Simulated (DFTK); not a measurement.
The system is Cl.

```xyz
4
Lattice="3.1450 -2.2500 0.0000 3.1450 2.2500 0.0000 0.0000 0.0000 8.2100" Properties=species:S:1:pos:R:3 pbc="T T T"
Cl    3.1450    0.5850    3.2840
Cl    3.1450    1.6650    7.3890
Cl    3.1450   -0.5850    4.9260
Cl    3.1450   -1.6650    0.8210
```

Base run:

* Program: DFTK 0.8.2
* Functional: PBE
* Potentials or basis: dojo.nc.sr.pbe.v0_4_1.standard.upf (PBE)
* Cutoff: 898 eV
* k mesh: 7 × 7 × 4
* Occupations: fermi-dirac, width 0.05 eV
* Spin: no spin polarisation

Its results: band gap on the k mesh 2.47 eV, indirect (least direct gap 2.53 eV); pressure 0.6 GPa; largest force 0.094 eV/Å.

Problem. The run is repeated on the same cell with these changes: functional from PBE to PBEsol; potentials or basis from dojo.nc.sr.pbe.v0_4_1.standard.upf (PBE) to dojo.nc.sr.pbesol.v0_4_1.standard.upf (PBEsol). What comes out?

Solution. Band gap on the k mesh 2.41 eV, indirect (least direct gap 2.46 eV); pressure -0.9 GPa; largest force 0.189 eV/Å.

Caveats: an odd mesh through Γ misses points on the zone boundary, where band edges often lie.

Not every run made on this cell is shown here.
